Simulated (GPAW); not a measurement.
Wanted: an ASE script for a GPAW 26.7.0 run.

- Task: band structure
- Functional: vdW-DF-cx
- Potentials or basis: GPAW PAW data sets (gpaw-data 1.2.1)
- Cutoff: 600 eV
- Basis: pw
- k mesh: 9 × 9 × 9
- Occupations: fermi-dirac, width 0.05 eV
- Spin: spin-orbit coupling, no magnetisation
- Maxiter: 150
- Band path: GXWKGLUWLK,UX
- Band points: 80
- spin axis theta (degrees): 90
- spin axis phi (degrees): 0
- Soc after scf: second variation

The system is Pb.

```
CELL_PARAMETERS angstrom
0.00000 2.47502 2.47502
2.47502 0.00000 2.47502
2.47502 2.47502 0.00000
ATOMIC_POSITIONS crystal
Pb 0.00000 0.00000 0.00000
```

One way to write it, as run:

run.py

```python
import numpy as np
from ase import Atoms
from ase.dft.bandgap import bandgap
from ase.io import write
from gpaw import GPAW, PW
from gpaw.spinorbit import soc_eigenstates

atoms = Atoms(['Pb'],
              cell=[[0.0, 2.47502, 2.47502],
                    [2.47502, 0.0, 2.47502],
                    [2.47502, 2.47502, 0.0]],
              scaled_positions=[[0.0, 0.0, 0.0]],
              pbc=True)

calc = GPAW(mode=PW(600),
            xc={'name': 'vdW-DF-cx', 'backend': 'libvdwxc'},
            kpts={'size': (9, 9, 9), 'gamma': True},
            occupations={'name': 'fermi-dirac', 'width': 0.05},
            nbands=14,
            convergence={'density': 1e-05, 'energy': 1e-05},
            maxiter=150,
            txt='gpaw.txt')
atoms.calc = calc
energy = atoms.get_potential_energy()
forces = atoms.get_forces()
calc.write('gs.gpw')
write('result.traj', atoms)
print(f'Energy: {energy:.6f} eV')
print('Forces (eV/A):')
print(forces.round(4))
print('Fermi level:', round(calc.get_fermi_level(), 4), 'eV')
print(f'Gap: {bandgap(calc)[0]:.4f} eV, direct: {bandgap(calc, direct=True)[0]:.4f} eV')

path = atoms.cell.bandpath('GXWKGLUWLK,UX', npoints=80, eps=1e-4)
bs_calc = calc.fixed_density(kpts=path, symmetry='off', nbands=23,
                             convergence={'bands': 'CBM+6.0', 'eigenstates': 1e-6}, txt='bands.txt')
bs = bs_calc.band_structure()
bs.write('bs.json')
print(f'Gap on the path: {bandgap(bs_calc)[0]:.4f} eV')

soc = soc_eigenstates(bs_calc, theta=90, phi=0)
np.savetxt('soc_bands.dat', soc.eigenvalues(), fmt='%.4f')
mesh = soc_eigenstates('gs.gpw', theta=90, phi=0)
np.savetxt('soc_mesh.dat', mesh.eigenvalues(), fmt='%.4f')
print('Fermi level with spin-orbit coupling:', round(mesh.fermi_level, 4), 'eV')
```

Potentials or basis: GPAW PAW data sets (gpaw-data 1.2.1), pw.

Run with:

```bash
$ OMP_NUM_THREADS=1 python run.py
```

Results of the run:

The band gap along the path is none (metal or under the smearing width).

Caveat: spin-orbit coupling was added after a scalar SCF, so levels and gaps hold it while energy, forces, pressure and moments don't; this program's spin-orbit splittings come out too wide for heavy elements; the PAW data sets were made with another functional, which shifts forces and pressure a little.

Run time: 21 s on 1 thread of Intel(R) Xeon(R) Platinum 8488C (Sapphire Rapids), with other jobs on the host, peak memory 0.25 GiB.
